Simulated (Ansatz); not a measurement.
# WS2: the cost of one run

Method: DFT r2SCAN, scalar-relativistic, plane waves, PAW, in Ansatz 0.2.0.

2 further runs of the same task are left out: 2 set aside as unsound or not needed.

### Step 1. The system as given

It takes space group P-6m2 (No. 187, hexagonal). Conventional cell: a = 3.181 Å, b = 3.181 Å, c = 28.696 Å, α = 90.00°, β = 90.00°, γ = 120.00°. W (site symmetry -6m2) has 6 S at 2.41 Å in its first shell of neighbours. W (site symmetry 3m) is surrounded by 6 S at 2.41 Å. S (site symmetry 3m) is surrounded by 3 W at 2.41 Å.

As a file:

```
W S
1.0
     3.18145    0.00000    0.00000
    -1.59073    2.75522    0.00000
     0.00000    0.00000   28.69620
W S
3 6
Direct
  0.66667 0.33333 0.50000
  0.33333 0.66667 0.72777
  0.33333 0.66667 0.27223
  0.66667 0.33333 0.78209
  0.66667 0.33333 0.32661
  0.33333 0.66667 0.55435
  0.66667 0.33333 0.67339
  0.66667 0.33333 0.21791
  0.33333 0.66667 0.44565
```

It goes back to an entry of the Materials Project, which need not be the stable form.

This cell was relaxed beforehand with the same method: volume 27.95 Å³/atom, gap on the mesh 1.48 eV.

The unstrained cell was computed beforehand with the same settings: E(σ→0) = -36634.9201 eV for 9 atoms, gap 1.48 eV over the zone.

### Step 2. At -1.5 %

The input, input.yaml:

```yaml
crystal:
  lattice:
    - [3.1337323589, 0.0, 0.0]
    - [-1.5668661795, 2.7138918315, 0.0]
    - [0.0, 0.0, 28.9544634796]
  atoms:
    - { symbol: W, position: [0.6666666667, 0.3333333333, 0.5] }
    - { symbol: W, position: [0.3333333333, 0.6666666667, 0.7277660964] }
    - { symbol: W, position: [0.3333333333, 0.6666666667, 0.2722339036] }
    - { symbol: S, position: [0.6666666667, 0.3333333333, 0.7820924039] }
    - { symbol: S, position: [0.6666666667, 0.3333333333, 0.3266133309] }
    - { symbol: S, position: [0.3333333333, 0.6666666667, 0.5543463681] }
    - { symbol: S, position: [0.6666666667, 0.3333333333, 0.6733866691] }
    - { symbol: S, position: [0.6666666667, 0.3333333333, 0.2179075961] }
    - { symbol: S, position: [0.3333333333, 0.6666666667, 0.4456536319] }
basis:
  ecutwfc: 500
kpoints:
  mp_grid: { grid: [12, 12, 1] }
hamiltonian:
  xc: r2scan
scf:
  occupations: { method: gaussian, width: 0.02 }
output:
  forces: true
  stress: true
  eigenvalues: true
relax:
  adjacent_minimum: "off"
  f_tol: 0.008
  max_steps: 40
  cell: { stress_tol: 0.015, fix: [a, b, gamma] }
```

On the command line:

```bash
$ ansatz run input.yaml --threads 2 --pin off --max-ram 5120MiB --backend cpu --events-out ev --progress --plain --runs-dir out
```

Q: Estimate wall time and peak memory on 2 threads of Intel Xeon at 2.50GHz (Skylake/Cascade Lake), shared host.

About 2.2 min, with a peak of 1 GiB.
